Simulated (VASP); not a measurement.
Si, 1 atom in the cell. Symmetry: P6/mmm, No. 191, hexagonal system. The conventional cell has a = 2.610 Å, b = 2.610 Å, c = 2.468 Å, α = 90.00°, β = 90.00°, γ = 120.00°. Si (site symmetry 6/mmm) is surrounded by 8 Si at 2.47 to 2.61 Å. This isn't the form of Si at room conditions, which is diamond.

| Item | Value |
| --- | --- |
| Program | VASP 6.6.1 |
| Task | relaxation of shape and atoms at fixed volume |
| Functional | LDA |
| Potentials or basis | VASP PAW LDA potentials, release 64 (Si) |
| Cutoff | 600 eV |
| k mesh | 18 × 18 × 15 |
| Occupations | methfessel-paxton, width 0.1 eV |
| Spin | no spin polarisation |
| Further INCAR settings | ALGO = Fast; EDIFF = 1e-07; IBRION = 2; EDIFFG = -0.01; NSW = 40; ISIF = 4 |

Potentials or basis: VASP PAW LDA potentials, release 64 (Si).

Command:

```sh
$ cat potpaw_LDA.64/Si/POTCAR > POTCAR
$ mpirun -np 1 vasp_std > vasp.out
```

Hardware: 1 thread of Intel(R) Xeon(R) 6975P-C (Granite Rapids), with other jobs on the host.

Q: How long does it take, and how much memory?

A: Run time: 7.5 s on 1 thread of Intel(R) Xeon(R) 6975P-C (Granite Rapids), on a shared host, peak memory 0.14 GiB. Counts: scf iterations 12, k points 296, ion steps 1.
